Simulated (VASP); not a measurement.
Given:

```
CELL_PARAMETERS angstrom
      0.00000     3.00543     3.00543
      3.00543     0.00000     3.00543
      3.00543     3.00543     0.00000
ATOMIC_POSITIONS crystal
  Zn 0.00000 0.00000 0.00000
  Te 0.25000 0.25000 0.25000
```

Calculation: PBEsol GGA, VASP's PBE PAW potentials (set 64) (plane waves; VASP 6.6.1). Run with 520 eV cut-off, 8×8×8 Γ-centred mesh, Gaussian smearing of 0.050 eV, potentials Zn Te.

Unless said otherwise, spin-orbit coupling is left out, though it shifts the bands of the heavy elements here.

Question: Estimate the energy per atom (σ→0), pressure, band gap (on the k-mesh) with the smallest direct gap where there is one.

Answer: 
```yaml
band gap (on the k-mesh): 1.37 eV
smallest direct gap (on the k-mesh): 1.37 eV
energy per atom (σ→0): -2.954 eV/atom
pressure: 1.63 GPa
```

Total energies compare only between runs with the same potentials, cut-off and functional.

The compound is ZnTe in the zinc blende structure. This cell is one point of a volume scan, at 0.97 of the reference volume.
